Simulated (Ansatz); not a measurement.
## TePb: frozen-core PAW against all-electron methods

```yaml
crystal:
  lattice:
    - [0.00000, 3.24326, 3.19473]
    - [3.24326, 0.00000, 3.19473]
    - [3.24326, 3.24326, 0.00000]
  atoms:
    - { symbol: Te, position: [0.50000, 0.50000, 0.50000] }
    - { symbol: Pb, position: [0.00000, 0.00000, 0.00000] }
```

Atom numbers follow the list: Te1, Pb2.

The cell is COD entry 9008696, as deposited and not checked against the literature; nothing was relaxed. The listed cell was then made from it by scaling, straining or moving an atom.

No spin–orbit coupling, which matters for the heavy atoms here.

Methods: DFT, PBE, PAW with Ansatz's default frozen-core files, scalar-relativistic (Ansatz 0.2.0); DFT, PBE, all-electron LAPW, scalar-relativistic (Ansatz 0.2.0).

For PAW: a Γ-centred 11×11×11 k mesh, Fermi–Dirac smearing of 0.08 eV, cutoff 420 eV, no spin polarisation. LAPW targets a basis error of 1 meV/atom. The Ansatz runs share mesh, smearing and spin set-up. Plane-wave (PAW) pressures include the program's estimate of the Pulay term.

Stress and pressure are positive in compression.

The change that made this cell: z strained by -1 % at fixed volume.

PAW results:

| quantity | PAW |
| --- | --- |
| pressure (GPa) | 2.34 |
| stress xx (GPa) | 1.69 |
| stress zz (GPa) | 3.63 |
| band gap (eV) | 0.834 |

Q: What does LAPW (all electrons) give for the same quantities?

A: 
```tsv
quantity	LAPW
pressure (GPa)	2.35
stress xx (GPa)	1.70
stress zz (GPa)	3.64
band gap (eV)	0.833
```
